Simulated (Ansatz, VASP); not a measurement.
## Two plane-wave programs on Ti

Contents of INCAR:

```
  PREC = Accurate
  ENCUT = 520
  EDIFF = 1E-6
  ISMEAR = 0
  SIGMA = 0.2
  LREAL = False
  LASPH = True
  NELM = 60
  ALGO = Normal
  ISIF = 2
  LWAVE = False
  LCHARG = True
  GGA = CA
  LELF = True
  LVHAR = True
  NBANDS = 12
```

File KPOINTS:

```
regular mesh
0
Gamma
  10 10 10
```

The input POSCAR:

```
Ti
1.0
    0.0000000000      2.0827507031      2.0827507031
    2.0827507031      0.0000000000      2.0827507031
    2.0827507031      2.0827507031      0.0000000000
Ti
1
Direct
    0.0000000000      0.0000000000      0.0000000000
```

Input for Ansatz:

```yaml
crystal:
  lattice:
    - [0.0, 2.0827507030522168, 2.0827507030522168]
    - [2.0827507030522168, 0.0, 2.0827507030522168]
    - [2.0827507030522168, 2.0827507030522168, 0.0]
  atoms:
    - { symbol: Ti, position: [0.0, 0.0, 0.0] }
basis:
  ecutwfc: 489.804952427784
  ecutrho_ratio: 8
kpoints:
  mp_grid:
    grid: [10, 10, 10]
hamiltonian:
  xc: lda
  pseudopotentials:
    kind: paw
scf:
  n_extra_bands: 2
  mixing:
    algorithm: anderson
    beta: 0.4
    ndim: 12
  occupations:
    method: gaussian
    width: 0.2
output:
  stress: true
```

This isn't the form of Ti at room conditions, which is hcp.

Alike in both runs: task single point; functional LDA; k mesh 10 × 10 × 10; occupations gaussian, width 0.2 eV; no spin polarisation.

|  | VASP | Ansatz |
| --- | --- | --- |
| version | VASP 6.6.1 | Ansatz 0.2.0 |
| potentials or method | VASP PAW LDA potentials, release 64 (Ti_sv) | plane waves, PAW |
| plane-wave cutoff (eV) | 520 | 490 |
| valence electrons in the cell | 12 | 12 |

```tsv
	VASP	Ansatz	Ansatz less VASP
pressure (GPa)	-11.8	-11.8	+0.04
```
